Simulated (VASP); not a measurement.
# Ti (Pm-3m) in VASP: further runs

One crystal, Ti, is run at these levels: LDA; tasks: single point.

Program: VASP 6.6.1. These are calculated values, not measurements. Logs are shortened: lines on timing, memory, paths and dates and some standing lists are left out, and cuts for length are marked.

### Step 1. The structure

The structure is cubic, space group Pm-3m (No. 221). Conventional cell: a = 2.556 Å, b = 2.556 Å, c = 2.556 Å, α = 90.00°, β = 90.00°, γ = 90.00°. Around Ti (site symmetry m-3m) lie 6 Ti at 2.56 Å.

This isn't the form of Ti at room conditions, which is hcp.

### Step 2. Single point, LDA

The input, INCAR:

```
PREC     = Accurate       # precision mode
ENCUT    = 520            # plane-wave cutoff, eV
EDIFF    = 1E-6           # SCF threshold, eV
ISMEAR   = -1             # smearing method
SIGMA    = 0.1            # smearing width, eV
LREAL    = F              # projectors in reciprocal space
LASPH    = T              # aspherical terms in the spheres
NELM     = 60             # most SCF steps
ALGO     = Normal         # electronic algorithm
ISIF     = 2              # what is computed and relaxed
LWAVE    = F              # write WAVECAR
LCHARG   = T              # write CHGCAR
LELF     = T              # ELF
LVHAR    = T            
NBANDS   = 12             # bands
```

The input, KPOINTS:

```
regular mesh
0
Gamma
  20 20 20
```

The input, POSCAR:

```
Ti
1.0
    2.5563128606      0.0000000000      0.0000000000
    0.0000000000      2.5563128606      0.0000000000
    0.0000000000      0.0000000000      2.5563128606
Ti
1
Direct
    0.0000000000      0.0000000000      0.0000000000
```

Potentials or basis: VASP PAW LDA potentials, release 64 (Ti_sv).

Run with:

```sh
> cat potpaw_LDA.64/Ti_sv/POTCAR > POTCAR
> mpirun -np 1 vasp_std > vasp.out
```

OUTCAR:

```text
PREC = Accurate
   ENCUT = 520
   EDIFF = 1E-6
   ISMEAR = -1
   LREAL = F
   LASPH = T
   NELM = 60
   ISIF = 2

 ion  position               nearest neighbor table
   1  0.000  0.000  0.000-

  LATTYP: Found a simple cubic cell.
 ALAT       =     2.5563128606

  Lattice vectors:

 A1 = (   2.5563128606,   0.0000000000,   0.0000000000)
 A2 = (   0.0000000000,   2.5563128606,   0.0000000000)
 A3 = (   0.0000000000,   0.0000000000,   2.5563128606)

Analysis of symmetry for initial positions (statically):
=====================================================================
 Subroutine PRICEL returns:
 Original cell was already a primitive cell.

 Routine SETGRP: Setting up the symmetry group for a
 simple cubic supercell.

 Subroutine GETGRP returns: Found 48 space group operations
 (whereof 48 operations were pure point group operations)
 out of a pool of 48 trial point group operations.

The static configuration has the point symmetry O_h .

Analysis of symmetry for dynamics (positions and initial velocities):
=====================================================================
 Subroutine PRICEL returns:
 Original cell was already a primitive cell.

 Routine SETGRP: Setting up the symmetry group for a
 simple cubic supercell.

 Subroutine GETGRP returns: Found 48 space group operations
 (whereof 48 operations were pure point group operations)
 out of a pool of 48 trial point group operations.

The dynamic configuration has the point symmetry O_h .

 Subroutine INISYM returns: Found 48 space group operations
 (whereof 48 operations are pure point group operations),
 and found     1 'primitive' translations

----------------------------------------------------------------------------------------

                                     Primitive cell

  volume of cell :      16.7048

  direct lattice vectors                    reciprocal lattice vectors
     2.556312861  0.000000000  0.000000000     0.391188424  0.000000000  0.000000000
     0.000000000  2.556312861  0.000000000     0.000000000  0.391188424  0.000000000
     0.000000000  0.000000000  2.556312861     0.000000000  0.000000000  0.391188424

  length of vectors
     2.556312861  2.556312861  2.556312861     0.391188424  0.391188424  0.391188424

  position of ions in fractional coordinates (direct lattice)
     0.000000000  0.000000000  0.000000000

  ion indices of the primitive-cell ions
   primitive index   ion index
                 1           1

[... 72 lines left out ...]
   LREAL  =      F    real-space projection
   EDIFFG = 0.1E-04   stopping-criterion for IOM
   NSW    =      0    number of steps for IOM
   IBRION =     -1    ionic relax: 0-MD 1-quasi-New 2-CG
   NFREE  =      0    steps in history (QN), initial steepest desc. (CG)
   ISIF   =      2    stress and relaxation
   ISYM   =      2    0-nonsym 1-usesym 2-fastsym
   POTIM  = 0.5000    time-step for ionic-motion
   TEBEG  =    0.0;   TEEND  =   0.0 temperature during run
   PSTRESS=    0.0 pullay stress
   NELECT =      12.0000    total number of electrons
   NUPDOWN=      -1.0000    fix difference up-down
   EMIN   =  10.00;   EMAX   =-10.00  energy-range for DOS
   EFERMI =   0.00;   METHOD = LEGACY
   ISMEAR =    -1;   SIGMA  =   0.10  broadening in eV -4-tet -1-fermi 0-gaus
   EFERMI_NEDOS =   21; number of points for ismear=-14 and -15
   IALGO  =     38    algorithm
   IMIX   =      4    mixing-type and parameters
     AMIX     =   0.40;   BMIX     =  1.00
     AMIX_MAG =   1.60;   BMIX_MAG =  1.00
  volume/ion in A,a.u.               =      16.70       112.73
  Fermi-wavevector in a.u.,A,eV,Ry     =   1.466182  2.770682 29.248307  2.149690
  Thomas-Fermi vector in A             =   2.581950
   LORBIT       =      0    0 simple, 1 ext, 2 COOP (PROOUT), +10 PAW based schemes
   GGA     = CA    functional components
   LHFCALC =     F    Hartree Fock is set to
   AEXX    =    0.0000 exact exchange contribution
   IVDW    =     0    specifies the selected vdW correction
   LEPSILON=     F    determine dielectric tensor
   LRPA    =     F    only Hartree local field effects (RPA)
 non-spin polarized calculation
  energy-cutoff  :      520.00
  volume of cell :       16.70
 maximum number of plane-waves:       468
 NGX is ok and might be reduce to    20
   NGX =  9   NGY =  9   NGZ =  9

 number of electron      12.0000010 magnetization

 Free energy of the ion-electron system (eV)
  ---------------------------------------------------
  ext. energy  EPLUGINS =         0.00000000
  ---------------------------------------------------
  free energy    TOTEN  =        -7.79313917 eV

  energy without entropy =       -7.72608878  energy(sigma->0) =       -7.75961397

 E-fermi :   8.2980     XC(G=0): -11.8640

 val. band max:        8.2970100921   @ k =   0.4000   0.3500   0.2500
 cond. band min:       8.2982867777   @ k =   0.2500   0.1500   0.1000
 fundamental gap:      0.0012766857
 Fermi energy:         8.2979654382

 k-point     1 :       0.0000    0.0000    0.0000
  band No.  band energies     occupation
      1     -47.4990      2.00000
      2     -23.4893      2.00000
      3     -23.4893      2.00000
      4     -23.4893      2.00000
      5       2.4732      2.00000
      6       6.7919      2.00000
      7       6.7919      2.00000
      8      12.6066      0.00000
      9      12.6066      0.00000
     10      12.6066      0.00000
     11      25.0401      0.00000
     12      25.0401      0.00000
[... 331 lines left out ...]
 k-point    24 :       0.2000    0.1000    0.0000
  band No.  band energies     occupation
      1     -47.4188      2.00000
      2     -23.8970      2.00000
      3     -23.5673      2.00000
      4     -23.4428      2.00000
      5       3.7804      2.00000
      6       7.2192      1.99996
      7       7.7211      1.99377
      8      11.4897      0.00000
      9      11.7904      0.00000
     10      12.4515      0.00000
     11      20.8243      0.00000
     12      24.5180      0.00000

 [... further k-points ...]
[... 5 lines left out ...]
  --------------------------------------------------------------------------------------
  -------------------------------------------------------------------------------------
  Total       -0.0143791     -0.0143791     -0.0143791      0.0000000      0.0000000     -0.0000000
  in kB       -1.3791136     -1.3791136     -1.3791136      0.0000000      0.0000000     -0.0000000
  external PRESSURE =      -1.3791136 kB  Pullay stress =       0.0000000 kB

 VOLUME and BASIS-vectors are now :
 -----------------------------------------------------------------------------
  energy-cutoff  :      520.00
  volume of cell :       16.70
      direct lattice vectors                 reciprocal lattice vectors
     2.556312861  0.000000000  0.000000000     0.391188424  0.000000000  0.000000000
     0.000000000  2.556312861  0.000000000     0.000000000  0.391188424  0.000000000
     0.000000000  0.000000000  2.556312861     0.000000000  0.000000000  0.391188424

 POSITION                                       TOTAL-FORCE (eV/Angst)
 -----------------------------------------------------------------------------------
      0.00000      0.00000      0.00000         0.000000      0.000000      0.000000
 -----------------------------------------------------------------------------------
    total drift:                                0.000000      0.000000      0.000000

  FREE ENERGIE OF THE ION-ELECTRON SYSTEM (eV)
  ---------------------------------------------------
  free  energy   TOTEN  =        -7.7931391672 eV

  energy  without entropy=       -7.7260887823  energy(sigma->0) =       -7.75961397
```

stdout:

```text
POSCAR found type information on POSCAR Ti
 POSCAR found :  1 types and       1 ions
 scaLAPACK will be used
 LDA part: xc-table for (Slater(with rela. corr.)+CA(PZ))
 , standard interpolation
 POSCAR, INCAR and KPOINTS ok, starting setup
 FFT: planning ... GRIDC
 FFT: planning ... GRID_SOFT
 FFT: planning ... GRID
 WAVECAR not read
 entering main loop
```

Run time: 26 s. Hardware: 1 thread of Intel Xeon Platinum 8375C at 2.90GHz (Ice Lake), shared host; peak memory 0.16 GiB.

What came out:

```yaml
Free_energy: -7.7931 eV
Pressure: -0.1 GPa
Band_gap_on_the_k_mesh: none (metal or under the smearing width)
```

Levels at points of the mesh, in eV from the Fermi level:
| k point | band 2 | band 3 | band 4 | band 5 | band 6 | band 7 | band 8 | band 9 | band 10 | band 11 |
| --- | --- | --- | --- | --- | --- | --- | --- | --- | --- | --- |
| (0.00, 0.00, 0.00) | -31.79 | -31.79 | -31.79 | -5.82 | -1.51 | -1.51 | 4.31 | 4.31 | 4.31 | 16.74 |
| (0.50, 0.00, 0.00) | -32.96 | -31.68 | -31.68 | -1.85 | -0.70 | 0.03 | 2.17 | 2.17 | 4.51 | 8.15 |
| (0.50, 0.50, 0.00) | -32.77 | -32.77 | -31.58 | -3.10 | -0.10 | 2.65 | 2.65 | 5.65 | 5.83 | 5.83 |
| (0.50, 0.50, 0.50) | -32.61 | -32.61 | -32.61 | -1.45 | -1.45 | -1.45 | 5.77 | 5.77 | 9.32 | 12.61 |

### Step 3. Single point, LDA

The input, INCAR:

```
SYSTEM = Ti
ALGO = Fast
EDIFF = 1E-7
ENCUT = 520
GGA = CA
ISIF = 2
ISMEAR = -1
LASPH = .True.
LCHARG = .False.
LREAL = .False.
LWAVE = .False.
NBANDS = 12
NELM = 100
PREC = Accurate
SIGMA = 0.1
```

The input, KPOINTS:

```
k-points
0
Gamma
  12 12 12
  0 0 0
```

POSCAR is that of step 2.

Potentials or basis: VASP PAW LDA potentials, release 64 (Ti_sv).

Run with:

```sh
> cat potpaw_LDA.64/Ti_sv/POTCAR > POTCAR
> mpirun -np 1 vasp_std > vasp.out
```

Wall time 18 s (1 thread of Intel Xeon Platinum 8375C at 2.90GHz (Ice Lake), shared host); peak memory 0.12 GiB.

The run converged. Its results:

```yaml
Free_energy: -7.7873 eV
Pressure: 0.0 GPa
Band_gap_on_the_k_mesh: none (metal or under the smearing width)
```

Levels at points of the mesh, in eV from the Fermi level:
```tsv
k point	band 4	band 5	band 6	band 7	band 8	band 9
(0.00, 0.00, 0.00)	-31.80	-5.84	-1.52	-1.52	4.29	4.29
(0.50, 0.00, 0.00)	-31.70	-1.86	-0.72	0.02	2.16	2.16
(0.50, 0.50, 0.00)	-31.60	-3.11	-0.12	2.64	2.64	5.64
(0.50, 0.50, 0.50)	-32.63	-1.46	-1.46	-1.46	5.76	5.76
```
